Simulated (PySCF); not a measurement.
Cyclobutene, C₄H₆.
Numbering: `[CH:1]1=[CH:2][CH2:3][CH2:4]1` (hydrogens: H5 on C1; H6 on C2; H7, H8 on C3; H9, H10 on C4)

Cartesian coordinates in Å at the GFN2-xTB level; atoms count from 1:
```xyz
10
C4H6 angstrom
C      1.089    0.313   -0.073
C      0.039    1.115   -0.210
C     -0.967    0.019    0.006
C      0.259   -0.918    0.164
H      2.154    0.453   -0.111
H     -0.088    2.165   -0.403
H     -1.583    0.121    0.899
H     -1.607   -0.202   -0.847
H      0.345   -1.692   -0.597
H      0.366   -1.370    1.149
```

The closed-shell ground state was solved at several levels (PySCF, density fitting, gas phase, non-relativistic).

```csv
level,basis functions,HOMO (eV),LUMO (eV),gap (eV),dipole (D)
B3LYP/pcJ-1,168,-6.95,0.36,7.31,0.18
PBE0/def2-SVPD,128,-7.20,0.50,7.70,0.15
PBE0/pcSseg-1,98,-7.20,0.58,7.78,0.19
```

Estimate the row for wB97X-D/def2-SVPD, a basis of 128 functions; the other rows only guide the guess.

HOMO -9.04 eV, LUMO 2.36 eV, gap 11.40 eV, dipole 0.15 D.

Over all these levels, which gives the widest orbital gap and which the narrowest?

wB97X-D/def2-SVPD (range-separated hybrid) has the widest, 11.40 eV, and B3LYP/pcJ-1 (global hybrid, 20 % exact exchange) the narrowest, 7.31 eV. Functional and basis both differ between the two, so the spread mixes both effects.

How far do the dipole and the HOMO energy spread over the levels?

The dipole runs from 0.15 to 0.19 D (mean 0.17 D) and the HOMO from -9.04 to -6.95 eV.
